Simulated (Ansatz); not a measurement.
# MnO2 (P-3m1) in Ansatz: notebook, part 2 of 3

Ansatz 0.2.0.

## Step 3: Relaxation of cell and atoms, PBEsol, collinear spin, ferromagnetic start, target pressure 5 GPa, at which the enthalpy is minimised

The input, input.yaml:

```yaml
crystal:
  lattice:
    - [2.8565781804, 0.0, 0.0]
    - [-1.4282890902, 2.4738692722, 0.0]
    - [0.0, 0.0, 4.6013740589]
  atoms:
    - { symbol: Mn, position: [0.0, 0.0, 0.5], spin: 4.0 }
    - { symbol: O, position: [0.3333333333, 0.6666666667, 0.70629257] }
    - { symbol: O, position: [0.6666666667, 0.3333333333, 0.29370743] }
kpoints:
  mp_grid: { grid: [11, 11, 6] }
scf:
  occupations: { method: fermi_dirac, width: 0.05 }
hamiltonian:
  xc: pbesol
  pseudopotentials: { kind: all_electron, lapw: { basis_error: 0.002 } }
magnetization:
  spin_polarized: true
output:
  forces: true
  stress: true
relax:
  f_tol: 0.01
  max_steps: 60
  cell: { p_target: 5 }
```

Potentials or basis: all-electron LAPW, scalar-relativistic.

Launch:

```bash
$ ansatz run input.yaml --threads 4 --pin off --max-ram 12288MiB --backend cpu --events-out ev --progress --plain --runs-dir out
```

Log:

```text
Warning: RAYON_NUM_THREADS=4 ignored (pool sized by the plan → 4); use --threads N
The last accepted step is kept in <dir> (removed where the run ends without a failure and the disk answers)
LAPW: plane waves up to 10.809 Å⁻¹, error target 2.0e-3 eV per atom; small_component_spin mean_spin; O in spheres of 0.834 Å, 8 of its electrons in bands, Dirac shells []; Mn in spheres of 1.012 Å, 21 of its electrons in bands, Dirac shells [] (how accurate: hamiltonian.pseudopotentials.lapw.basis_error, Limitations)
Engine: ansatz 0.2.0, x86_64-unknown-linux-gnu
Pseudopotentials: kind: all_electron
Pseudopotential: Mn, LAPW, valence charge 21, lapw/all_electron/scalar/gaussian/Mn, Koelling and Harmon's equation, gaussian nucleus
Pseudopotential: O, LAPW, valence charge 8, lapw/all_electron/scalar/gaussian/O, Koelling and Harmon's equation, gaussian nucleus
Functional definition: PBEsol
  exchange = pbesol_x
  correlation = pbesol_c
Crystal: 3 atoms, lattice volume = 32.517 Å³
Basis set: ecut = 445.17562242078185 eV, 687 PW (Γ), exchange–correlation at level 2
Bands: 25, of which v1, the nominal top of the filled ones, is band 19 counted from 1 (18 counted from 0)
Symmetry: 12 space group operations
Space group: P-3m1 (ITA 164), of the structure as read, at distance tolerance 3.2e-5 Å
Magnetic group: BNS 164.85 (UNI 1315), of the structure as read, at distance tolerance 3.2e-5 Å
k-points: 84 of 726
Non-local potential: Mn, projectors of the file, none
Non-local potential: O, projectors of the file, none
Initial density: superposition of atomic densities (chi_scale 0.1, normalization cell, long waves kept (reshape's long-wave potential 0.17 eV rms))
Starting moments: Σ|m| = 4 μB on 1 of 3 sites
Initial wavefunctions: plane waves of lowest kinetic energy (no species holds an atomic orbital)
Functional: x = pbesol(κ = 0.804, μ = 0.12345679012345678), c = pbesol(β = 0.046)
iter 1 solved again at ethr=1.12e-2 eV; its pass at ethr=1.00e-1 eV (dr2=4.14e0 eV) is discarded
SCF iter   1: F=—  HF=-35582.123127 eV  |F-HF|=—  |Δ(HF+E_count)|=         —  Δρ=6.67e-2 (↑6.67e-2 ↓5.81e-2)  dr2=4.13e0  dr2_m=2.27e-1  M=3.000 μB ∫|m|=3.303 μB  β_m=0.30  ethr=1.12e-2  ⟨swp⟩=2.0  Hψ=27281  notcnv=0
Mixer restart at iter 1: flushing history
preconditioner: auto → none  [insulator: Δε(μ)=1.280 eV  Ē_g=14.598 eV  σ=0.050 eV  W_gap=1.00  n_scr=10 (ndim 8)  ℏωp=28.4 eV  f_vac=0.166  D(μ)=0.00/eV (n_scr^D=0)  ε∞_Penn≈4.8]
iter 2 solved again at ethr=7.79e-4 eV; its pass at ethr=1.12e-2 eV (dr2=2.88e-1 eV) is discarded
SCF iter   2: F=—  HF=-35581.517188 eV  |F-HF|=—  |Δ(HF+E_count)|=   6.06e-1  Δρ=2.72e-2 (↑1.49e-2 ↓2.72e-2)  dr2=2.90e-1  dr2_m=1.00e-1  M=3.000 μB ∫|m|=3.251 μB  β_m=0.30  ethr=7.79e-4  ⟨swp⟩=2.0  Hψ=21305  notcnv=0
SCF iter   3: F=—  HF=-35581.629602 eV  |F-HF|=—  |Δ(HF+E_count)|=         —  Δρ=2.18e-2 (↑2.18e-2 ↓2.04e-2)  dr2=8.95e-2  dr2_m=1.11e-1  M=3.000 μB ∫|m|=3.064 μB  β_m=1.00  ethr=7.79e-4  ⟨swp⟩=2.8  Hψ=13108  notcnv=0
Mixer restart at iter 3: flushing history
SCF iter   4: F=—  HF=-35581.574891 eV  |F-HF|=—  |Δ(HF+E_count)|=   5.47e-2  Δρ=3.87e-3 (↑3.87e-3 ↓2.53e-3)  dr2=2.58e-2  dr2_m=7.16e-4  M=3.000 μB ∫|m|=3.045 μB  β_m=0.30  ethr=1.35e-4  ⟨swp⟩=3.0  Hψ=14319  notcnv=0
SCF iter   5: F=—  HF=-35581.575558 eV  |F-HF|=—  |Δ(HF+E_count)|=         —  Δρ=2.34e-3 (↑9.68e-4 ↓2.34e-3)  dr2=2.22e-3  dr2_m=4.61e-4  M=3.000 μB ∫|m|=3.043 μB  β_m=0.32  ethr=6.97e-5  ⟨swp⟩=2.1  Hψ=12848  notcnv=0
the basis was enlarged: its passes take 637.8 KiB over the memory plan, 4 of 4 planned eigensolver slots
[... 77 lines left out ...]
SCF iter   2: F=—  HF=-35581.532290 eV  |F-HF|=—  |Δ(HF+E_count)|=   1.79e-7  Δρ=1.98e-5 (↑1.98e-5 ↓7.97e-6)  dr2=1.64e-7  dr2_m=2.49e-8  M=3.000 μB ∫|m|=3.025 μB  β_m=0.45  ethr=1.53e-9  ⟨swp⟩=3.0  Hψ=13128  notcnv=0
iter 3 solved again at ethr=3.74e-11 eV; its pass at ethr=4.43e-10 eV (dr2=1.39e-8 eV) is discarded
SCF iter   3: F=—  HF=-35581.532290 eV  |F-HF|=—  |Δ(HF+E_count)|=   2.25e-7  Δρ=9.26e-6 (↑9.26e-6 ↓6.88e-6)  dr2=1.38e-8  dr2_m=1.04e-8  M=3.000 μB ∫|m|=3.025 μB  β_m=0.59  ethr=3.74e-11  ⟨swp⟩=2.0  Hψ=20519  notcnv=0
SCF iter   4: F=—  HF=-35581.532290 eV  |F-HF|=—  |Δ(HF+E_count)|=   1.29e-7  Δρ=3.98e-6 (↑3.98e-6 ↓2.58e-6)  dr2=1.24e-8  dr2_m=3.76e-10  M=3.000 μB ∫|m|=3.025 μB  β_m=0.54  ethr=3.73e-11  ⟨swp⟩=3.0  Hψ=13265  notcnv=0
SCF iter   5: F=-35581.532290 eV  HF=-35581.532290 eV  |F-HF|=8.49e-8  |Δ(HF+E_count)|=   4.02e-8  Δρ=6.32e-6 (↑5.47e-6 ↓6.32e-6)  dr2=5.16e-8  dr2_m=1.47e-10  M=3.000 μB ∫|m|=3.025 μB  ethr=3.36e-11  ⟨swp⟩=2.6  Hψ=12173  notcnv=0
SCF 6 converged in 5 iterations: F = -35581.532290 eV  dr2 = 5.16e-8
relax step   6: F+E_penalty+E_count = -35581.53229010 eV  Δ(F+E_penalty+E_count) = +7.777e-4 eV  max|allowed force component| = 4.586e-4 eV/Å  Δτ_max = 0.0002 Å  P = +4.999 GPa  Ω = 29.256 Å³  (5 SCF iters, accepted)
Basis set: ecut = 477.66650918726316 eV, 675 PW (Γ), exchange–correlation at level 2
iter 1 solved again at ethr=9.50e-11 eV; its pass at ethr=1.00e-1 eV (dr2=3.51e-8 eV) is discarded
SCF iter   1: F=—  HF=-35581.532458 eV  |F-HF|=—  |Δ(HF+E_count)|=         —  Δρ=3.30e-5 (↑3.30e-5 ↓2.83e-5)  dr2=3.53e-8  dr2_m=4.11e-9  M=3.000 μB ∫|m|=3.025 μB  β_m=0.65  ethr=9.50e-11  ⟨swp⟩=5.2  Hψ=28062  notcnv=0
preconditioner: auto → none  [insulator: Δε(μ)=0.568 eV  Ē_g=14.136 eV  σ=0.050 eV  W_gap=0.99  n_scr=8 (ndim 8)  ℏωp=29.9 eV  f_vac=0.156  D(μ)=0.00/eV (n_scr^D=0)  ε∞_Penn≈5.5]
SCF iter   2: F=—  HF=-35581.532466 eV  |F-HF|=—  |Δ(HF+E_count)|=   8.00e-6  Δρ=1.16e-5 (↑1.16e-5 ↓1.00e-5)  dr2=4.34e-9  dr2_m=5.38e-10  M=3.000 μB ∫|m|=3.025 μB  β_m=0.63  ethr=9.50e-11  ⟨swp⟩=3.0  Hψ=13455  notcnv=0
SCF iter   3: F=-35581.532467 eV  HF=-35581.532467 eV  |F-HF|=5.69e-9  |Δ(HF+E_count)|=   1.13e-6  Δρ=2.77e-6 (↑2.41e-6 ↓2.77e-6)  dr2=8.58e-9  dr2_m=2.62e-11  M=3.000 μB ∫|m|=3.025 μB  ethr=1.17e-11  ⟨swp⟩=3.0  Hψ=13548  notcnv=0
SCF 7 converged in 3 iterations: F = -35581.532467 eV  dr2 = 8.58e-9
relax step   7: F+E_penalty+E_count = -35581.53246717 eV  Δ(F+E_penalty+E_count) = -1.771e-4 eV  max|allowed force component| = 3.157e-4 eV/Å  Δτ_max = 0.0000 Å  P = +4.999 GPa  Ω = 29.256 Å³  stress off target by 4.62e-2 GPa  SCF on the basis re-selected at this cell (its energy is not comparable with the rows above)  (3 SCF iters)
basis re-selected at this cell: Δ(F+E_penalty+E_count) = -1.771e-4 eV, ΔP = +0.000 GPa vs the last step (what re-selecting the basis moved, after the strain that the cell walked since its last selection, with what the two solves' SCF thresholds leave and, on support functions, any second-order correction that the steps lacked; it is no measure of the basis error at this ecutwfc). The dense FFT grid was sized anew with the basis: this SCF ran on 24×24×32 points, the steps before it on 20×20×32, so part of this shift can come from that change (see relax.cell in the input reference). This SCF's stress stands 4.62e-2 GPa from its target on what of the cell is left free (relax.cell.stress_tol is 5.00e-2 GPa) and its largest allowed force component is 3.16e-4 eV/Å (relax.f_tol is 1.00e-2 eV/Å): within both
SCF converged after 3 iterations
Magnetization: 2.9998 μB (19.9999 up, 17.0001 down)
Absolute magnetization: 3.0246 μB (∫|ρ↑−ρ↓|)
Spin contamination: 0.0312 ħ² per cell (⟨S²⟩ above its minimum at these occupations)
Per-site moments (μB) at R_I (Å): [(2.628408270154271, 0.9768874454905112), (0.06190011742994983, 0.8050490855503863), (0.06190011742994983, 0.8050490855503863)]
Free energy (F): -35581.532467 eV
Harris-Foulkes:  -35581.532467 eV  (|F-HF|=5.69e-9)
Internal energy: -35581.532409 eV  (E = F + TS)
E sigma→0 (E₀):  -35581.532438 eV
Entropy (-TS):   -0.000058 eV (-0.019 meV/atom)
Fermi energy:    10.216712 eV
--- Per-component energies (eV) ---
  E_band       = -5974.971086
  E_kinetic    = 35972.160814
  E_xc         = -1843.266531
  E_electrostatic = -69710.426692  (all electrons and nuclei)
  E_smearing   = -0.000058  (= −TS)
  E_closure    = 0.000000  (closes the sum)
  E_atoms      = -35556.000175  (free atoms, spherical and without spin; not in F)
  Σ components = -35581.532467   (vs F -35581.532467, Δ=0.00e0)
  Basis errors (estimates in eV, not in F): energy 8.6e-4 per atom: plane waves 8.4e-4 (5.2e-4 summed), levels above the bands 3.6e-122, relativity 9.1e-8, radial functions 2.7e-5, core shells 1.9e-6; eigenvalues (radial functions only) 1.2e-5; not estimated: angular momenta, meshes, grids; target (lapw.basis_error) 2.0e-3; muffin-tin radii O 0.805 Å, Mn 0.977 Å
--- Forces (eV/Å), atoms counted from 1 ---
  atom   1  Mn     0.00000000     0.00000000     0.00000000
  atom   2  O      0.00000000     0.00000000    -0.00031573
  atom   3  O      0.00000000    -0.00000000     0.00031573
  max |Σ_I F_I| component: 0.00e0 eV/Å
--- Stress (GPa, compression-positive) ---
        5.022367       0.000000       0.000000
        0.000000       5.022367      -0.000000
        0.000000      -0.000000       4.953763
  P = ⅓ Tr σ = 4.9995 GPa (49.995 kbar)
--- Relaxed structure (6 steps of the walk, 6 accepted, 1 SCFs on fresh bases) ---
  F+E_penalty+E_count = -35581.53246717 eV   max|allowed force component| = 3.157e-4 eV/Å   (the final SCF, on the basis selected at the relaxed cell)
  cell:  # Å, volume = 29.2564 Å³
    - [2.8217967021393773, -1.149101895282118e-34, 0.0]
    - [-1.4108983510696886, 2.4437476283678516, -7.96121146280928e-34]
    - [0.0, -1.4807779988464363e-33, 4.242659701003394]
  atoms:
    - { symbol: Mn, position: [-1.8721262358380535e-34, 1.3515784416332363e-37, 0.49999999999999994] }
    - { symbol: O, position: [0.33333333333333326, 0.6666666666666665, 0.724140303869785] }
    - { symbol: O, position: [0.6666666666666666, 0.33333333333333326, 0.2758596961302149] }
```

Run time: 1.9 min. Hardware: 4 threads of AMD EPYC 7R43 (Zen 3), shared host; peak memory 0.78 GiB.

Results:

```yaml
Free_energy: -35581.5325 eV
Relaxed_volume: 9.75 Å³/atom
Relaxed_cell: a = 2.822 Å, b = 2.822 Å, c = 4.243 Å, α = 90.00°, β = 90.00°, γ = 120.00°
Space_group_after_relaxing_to_0.05_Å: P-3m1 (No. 164)
Energy_change_on_relaxing_the_enthalpy_is_what_falls: +14.3 meV/atom
Ionic_steps: 7
Pressure_after_relaxing: 5.0 GPa
Band_gap_on_the_k_mesh: 0.57 eV
Net_moment: 3.00 μB per cell
Absolute_moment: 3.02 μB per cell
Site_moments: Mn +2.63; O +0.06 μB
```

The path:
| step | energy change (eV) | largest force (eV/Å) | volume (Å³) |
| --- | --- | --- | --- |
| 1 | 0.0000 | 0.1611 | 32.52 |
| 2 | 0.0178 | 0.1294 | 30.34 |
| 3 | 0.0694 | 0.0093 | 28.55 |
| 4 | 0.0385 | 0.0316 | 29.42 |
| 5 | 0.0424 | 0.0121 | 29.28 |
| 6 | 0.0432 | 0.0005 | 29.26 |
| 7 | 0.0430 | 0.0003 | 29.26 |

Final structure:
```yaml
crystal:
  lattice:
    - [2.82180, 0.00000, 0.00000]
    - [-1.41090, 2.44375, 0.00000]
    - [0.00000, 0.00000, 4.24266]
  atoms:
    - { symbol: Mn, position: [0.00000, 0.00000, 0.50000] }
    - { symbol: O, position: [0.33333, 0.66667, 0.72414] }
    - { symbol: O, position: [0.66667, 0.33333, 0.27586] }
```

Caveat: an odd mesh through Γ misses points on the zone boundary, where band edges often lie; a cell with one magnetic atom can't hold antiferromagnetic order, which such compounds often take.

## Step 4: Relaxation of cell and atoms, PBEsol, collinear spin, ferromagnetic start, target pressure 10 GPa, at which the enthalpy is minimised

Changes to input.yaml since step 3:

```diff
@@ -24,2 +24,2 @@
   max_steps: 60
-  cell: { p_target: 5 }
+  cell: { p_target: 10 }
```

Potentials or basis: all-electron LAPW, scalar-relativistic.

Launch:

```bash
$ ansatz run input.yaml --threads 4 --pin off --max-ram 12288MiB --backend cpu --events-out ev --progress --plain --runs-dir out
```

Log:

```text
Warning: RAYON_NUM_THREADS=4 ignored (pool sized by the plan → 4); use --threads N
[... 1 set-up line as earlier in the session ...]
LAPW: plane waves up to 10.809 Å⁻¹, error target 2.0e-3 eV per atom; small_component_spin mean_spin; O in spheres of 0.834 Å, 8 of its electrons in bands, Dirac shells []; Mn in spheres of 1.012 Å, 21 of its electrons in bands, Dirac shells [] (how accurate: hamiltonian.pseudopotentials.lapw.basis_error, Limitations)
[... 7 set-up lines as earlier in the session ...]
Crystal: 3 atoms, lattice volume = 32.517 Å³
Basis set: ecut = 445.17562242078185 eV, 687 PW (Γ), exchange–correlation at level 2
Bands: 25, of which v1, the nominal top of the filled ones, is band 19 counted from 1 (18 counted from 0)
[... 2 set-up lines as earlier in the session ...]
[... 160 lines left out ...]
  Σ components = -35581.462410   (vs F -35581.462410, Δ=0.00e0)
  Basis errors (estimates in eV, not in F): energy 9.0e-4 per atom: plane waves 8.7e-4 (5.4e-4 summed), levels above the bands 8.5e-124, relativity 8.1e-8, radial functions 2.5e-5, core shells 3.0e-6; eigenvalues (radial functions only) 1.1e-5; not estimated: angular momenta, meshes, grids; target (lapw.basis_error) 2.0e-3; muffin-tin radii O 0.791 Å, Mn 0.959 Å
--- Forces (eV/Å), atoms counted from 1 ---
  atom   1  Mn     0.00000000     0.00000000     0.00000000
  atom   2  O      0.00000000     0.00000000    -0.00000748
  atom   3  O     -0.00000000    -0.00000000     0.00000748
  max |Σ_I F_I| component: 1.05e-30 eV/Å
--- Stress (GPa, compression-positive) ---
       10.000386       0.000000       0.000000
        0.000000      10.000386      -0.000000
        0.000000      -0.000000       9.997944
  P = ⅓ Tr σ = 9.9996 GPa (99.996 kbar)
--- Relaxed structure (8 steps of the walk, 8 accepted, 2 SCFs on fresh bases) ---
  F+E_penalty+E_count = -35581.46241044 eV   max|allowed force component| = 7.480e-6 eV/Å   (the final SCF, on the basis selected at the relaxed cell)
  cell:  # Å, volume = 27.7094 Å³
    - [2.806316851708574, 0.0, 1.723652842923177e-34]
    - [-1.403158425854287, 2.4303416846479924, -1.877455221278247e-33]
    - [2.7764587478370682e-34, -3.3317504974044816e-33, 4.06278348743041]
  atoms:
    - { symbol: Mn, position: [5.254743305233766e-36, 5.135998078206418e-35, 0.5000000000000001] }
    - { symbol: O, position: [0.33333333333333337, 0.6666666666666667, 0.7340112223289053] }
    - { symbol: O, position: [0.6666666666666667, 0.33333333333333337, 0.26598877767109486] }
```

Run time: 2.7 min. Hardware: 4 threads of AMD EPYC 7R43 (Zen 3), shared host; peak memory 0.8 GiB.

Results:

- Free energy: -35581.4624 eV
- Relaxed volume: 9.24 Å³/atom
- Relaxed cell: a = 2.806 Å, b = 2.806 Å, c = 4.063 Å, α = 90.00°, β = 90.00°, γ = 120.00°
- Space group after relaxing (to 0.05 Å): P-3m1 (No. 164)
- Energy change on relaxing (the enthalpy is what falls): +37.7 meV/atom
- Ionic steps: 10
- Pressure after relaxing: 10.0 GPa
- Net moment: 3.00 μB per cell
- Absolute moment: 3.02 μB per cell
- Site moments: Mn +2.59; O +0.07 μB

The path:
```csv
step,energy change (eV),largest force (eV/Å),volume (Å³)
1,0.0000,0.1611,32.52
2,0.0255,0.1020,30.04
3,0.0929,0.0734,28.13
4,0.1355,0.0827,27.39
5,0.1141,0.0100,27.70
6,0.1133,0.0132,27.71
7,0.1129,0.0001,27.72
8,0.1125,0.0000,27.72
9,0.1130,0.0000,27.71
10,0.1130,0.0000,27.71
```

Final structure:
```yaml
crystal:
  lattice:
    - [2.80632, 0.00000, 0.00000]
    - [-1.40316, 2.43034, 0.00000]
    - [0.00000, 0.00000, 4.06278]
  atoms:
    - { symbol: Mn, position: [0.00000, 0.00000, 0.50000] }
    - { symbol: O, position: [0.33333, 0.66667, 0.73401] }
    - { symbol: O, position: [0.66667, 0.33333, 0.26599] }
```

Caveat: a cell with one magnetic atom can't hold antiferromagnetic order, which such compounds often take.

(Continued in part 3 of 3.)
